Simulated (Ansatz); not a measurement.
# HgTe: the cost of one run

Computed with Ansatz 0.2.0 (DFT PBE, scalar-relativistic, plane waves, PAW, unless a step's input says otherwise).

2 further runs of the same task are left out: 2 that didn't finish.

**1. The structure to begin with**

Symmetry: Fm-3m, No. 225, cubic system. Conventional cell: a = 6.154 Å, b = 6.154 Å, c = 6.154 Å, α = 90.00°, β = 90.00°, γ = 90.00°. Around Hg (site symmetry m-3m) lie 6 Te at 3.08 Å. Te (site symmetry m-3m) has 6 Hg at 3.08 Å as nearest neighbours.

Coordinates:

```cif
data_structure
_symmetry_space_group_name_H-M 'Fm-3m'
_symmetry_Int_Tables_number 225
_cell_length_a 6.1542
_cell_length_b 6.1542
_cell_length_c 6.1542
_cell_angle_alpha 90.000
_cell_angle_beta 90.000
_cell_angle_gamma 90.000
_cell_volume 233.09
loop_
_atom_site_label
_atom_site_type_symbol
_atom_site_symmetry_multiplicity
_atom_site_Wyckoff_symbol
_atom_site_fract_x
_atom_site_fract_y
_atom_site_fract_z
_atom_site_occupancy
Hg1 Hg 4 a 0.00000 0.00000 0.00000 1
Te1 Te 4 b 0.50000 0.00000 0.00000 1
```

It goes back to an entry of the Materials Project, which need not be the stable form.

No relaxation comes first: the listed cell is the starting point.

**2. Zero of energy**

The reference gives a free energy of -20793.4572 eV, pressure -0.25 GPa, largest force 0.000 eV/Å and gap on the mesh none (metal). It was computed beforehand with the settings of the runs below.

**3. Next: a sublattice displacement scan**

Every Hg atom is moved by x along the Cartesian unit vector (0.000, 0.000, 1.000); the cell and all other atoms stay fixed. Forces below are components along that vector, summed over the moved atoms.

**4. x = -0.500 Å**

The input, input.yaml:

```yaml
crystal:
  lattice:
    - [0.0, 3.077117, 3.077117]
    - [3.077117, 0.0, 3.077117]
    - [3.077117, 3.077117, 0.0]
  atoms:
    - { symbol: Hg, position: [-0.0812448795, -0.0812448795, 0.0812448795] }
    - { symbol: Te, position: [0.5, 0.5, 0.5] }
basis:
  ecutwfc: 520.0
kpoints:
  mp_grid: { grid: [14, 14, 14] }
hamiltonian:
  xc: pbe
scf:
  occupations: { method: gaussian, width: 0.15 }
output:
  forces: true
  stress: true
  eigenvalues: true
```

Launch:

```
$ ansatz run input.yaml --threads 1 --pin off --max-ram 2560MiB --backend cpu --events-out ev --progress --plain --runs-dir out
```

Q: Estimate wall time and peak memory on 1 thread of Intel Xeon at 2.70GHz, shared host.

About 37 s, with a peak of 0.69 GiB.
